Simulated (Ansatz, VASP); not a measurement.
## KBr in VASP and in Ansatz

Contents of INCAR:

```
PREC = Accurate
ENCUT = 520
EDIFF = 1E-6
ISMEAR = 0
SIGMA = 0.05
LREAL = F
LASPH = T
NELM = 60
ALGO = Normal
ISIF = 2
LWAVE = F
LCHARG = F
GGA = PE
NBANDS = 15
```

Contents of KPOINTS:

```
Automatic mesh
0
Gamma
  6 6 6
```

POSCAR

```
KBr
1.0
    0.0000000000      3.2431125000      3.3912750000
    3.2431125000      0.0000000000      3.3912750000
    3.2431125000      3.2431125000      0.0000000000
K Br
1 1
Direct
    0.0000000000      0.0000000000      0.0000000000
    0.5000000000      0.5000000000      0.5000000000
```

Input for Ansatz:

```yaml
crystal:
  lattice:
    - [0.0, 3.2431125, 3.391275]
    - [3.2431125, 0.0, 3.391275]
    - [3.2431125, 3.2431125, 0.0]
  atoms:
    - { symbol: K, position: [0.0, 0.0, 0.0] }
    - { symbol: Br, position: [0.5, 0.5, 0.5] }
basis:
  ecutwfc: 420
kpoints:
  mp_grid: { grid: [6, 6, 6] }
hamiltonian:
  xc: pbe
scf:
  occupations: { method: gaussian, width: 0.05 }
output:
  forces: true
  stress: true
  eigenvalues: true
```

Change from the starting cell: strain -0.015 along x and y, +0.030 along z, atoms carried along.

Alike in both runs: task single point; functional PBE; k mesh 6 × 6 × 6; occupations gaussian, width 0.05 eV; no spin polarisation.

```csv
,VASP,Ansatz
version,VASP 6.6.1,Ansatz 0.2.0
potentials or method,"VASP PAW PBE potentials, release 64 (K_sv, Br)","scalar-relativistic, plane waves, PAW"
plane-wave cutoff (eV),520,420
valence electrons in the cell,16,16
```

```csv
,VASP,Ansatz,Ansatz less VASP
gap on the k mesh at the Fermi level (eV),4.44,4.44,+0.002
least direct gap on the mesh (eV),4.44,4.44,+0.002
pressure (GPa),1.0,0.9,-0.04
largest component of the traceless stress (GPa),0.95,0.94,-0.015
```
